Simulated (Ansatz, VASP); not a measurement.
**One calculation of ZnO, two programs**

Contents of INCAR:

```
PREC = Accurate ; ENCUT = 600
EDIFF = 1E-7 ; ISMEAR = 0
SIGMA = 0.02 ; LREAL = F
LASPH = T ; NELM = 80
ALGO = Normal ; ISIF = 3
LWAVE = F ; LCHARG = F
GGA = PE ; IBRION = 2
NSW = 100 ; EDIFFG = -0.01
```

File KPOINTS:

```
Automatic mesh
0
Gamma
  12 12 12
```

File POSCAR:

```
ZnO
1.0
    0.0000000000      2.1648613428      2.1648613428
    2.1648613428      0.0000000000      2.1648613428
    2.1648613428      2.1648613428      0.0000000000
Zn O
1 1
Direct
    0.0000000000      0.0000000000      0.0000000000
    0.5000000000      0.5000000000      0.5000000000
```

Input for Ansatz:

```yaml
crystal:
  lattice:
    - [0.0, 2.1648613428, 2.1648613428]
    - [2.1648613428, 0.0, 2.1648613428]
    - [2.1648613428, 2.1648613428, 0.0]
  atoms:
    - { symbol: Zn, position: [0.0, 0.0, 0.0] }
    - { symbol: O, position: [0.5, 0.5, 0.5] }
basis:
  ecutwfc: 420
kpoints:
  mp_grid: { grid: [12, 12, 12] }
hamiltonian:
  xc: pbe
scf:
  occupations: { method: gaussian, width: 0.02 }
output:
  forces: true
  stress: true
  eigenvalues: true
relax:
  adjacent_minimum: "off"
  f_tol: 0.01
  max_steps: 80
  cell: { stress_tol: 0.05 }
```

Alike in both runs: task relaxation of cell and atoms; functional PBE; k mesh 12 × 12 × 12; occupations gaussian, width 0.02 eV; no spin polarisation.

```csv
,VASP,Ansatz
version,VASP 6.6.1,Ansatz 0.2.0
potentials or method,"VASP PAW PBE potentials, release 64 (Zn, O)","scalar-relativistic, plane waves, PAW"
plane-wave cutoff (eV),600,420
valence electrons in the cell,18,18
```

VASP gave:

* gap on the k mesh at the Fermi level, each at its own relaxed structure (eV): 0.70
* relaxed volume (Å³/atom): 10.19
* relaxed cell length with the largest relative difference (Å): 3.066

**Question.** Which values does Ansatz return?

**Answer.** gap on the k mesh at the Fermi level, each at its own relaxed structure (eV): 0.75; relaxed volume (Å³/atom): 10.15; relaxed cell length with the largest relative difference (Å): 3.062.

A k mesh can miss the band edges. As with any semilocal functional, this PBE gap is likely too small.
